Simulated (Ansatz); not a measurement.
## Quadrupolar parameters in ZnO under strain

The cell is a COD entry, relaxed with PBE at fixed cell and then changed (z compressed by 2 %, ions relaxed).

```yaml
crystal:
  lattice:
    - [3.24940, 0.00000, 0.00000]
    - [-1.62470, 2.81406, 0.00000]
    - [0.00000, 0.00000, 5.09972]
  atoms:
    - { symbol: Zn, position: [0.33333, 0.66667, 0.99776] }
    - { symbol: Zn, position: [0.66667, 0.33333, 0.49776] }
    - { symbol: O, position: [0.33333, 0.66667, 0.38434] }
    - { symbol: O, position: [0.66667, 0.33333, 0.88434] }
```

Atom numbers follow the list; atoms alike are taken as one site, whose name carries the number of the first.

Level of theory: DFT, PBE, plane waves and PAW, scalar-relativistic, 420 eV cutoff, Γ-centred 11×11×6 k-points, Fermi–Dirac smearing 0.02 eV (Ansatz 0.2.0).

Conventions: |V_zz| ≥ |V_yy| ≥ |V_xx|, η = (V_xx − V_yy)/V_zz, C_Q = eQV_zz/h. Directions are in the Cartesian axes of the cell vectors above, for the atom listed; none is given where the gradient is under 0.02 or η is above 0.95.

| site | first atom | first shell | V_zz (10²¹ V/m²) | η | direction of V_zz (x, y, z) |
| --- | --- | --- | --- | --- | --- |
| Zn | 1 | 4 O at 1.96–1.97 Å; also 1 O at 3.13 Å | 0.83 | 0.00 | 0.00 0.00 1.00 |
| O | 3 | 4 Zn at 1.96–1.97 Å; also 1 Zn at 3.13 Å | -0.74 | 0.00 | 0.00 0.00 1.00 |

An axis of threefold or higher order runs through Zn and O, so V_zz lies along it and η is zero.

With a gap of 0.9 eV on this mesh, small gradients can still move by 0.1 × 10²¹ V/m² or more as the k-mesh gets denser. At this changed cell the PBE pressure is 8 GPa.

The relaxation (4 steps) took 6.8 s of wall time (6.6 s of CPU time) and 0.48 GiB at its peak, on 1 thread of AMD EPYC 9R45 (Zen 5) (x86_64; 16 cores open to the job, memory cap 3.0 GiB, no GPU), a shared host with a load of 0.3 a core.
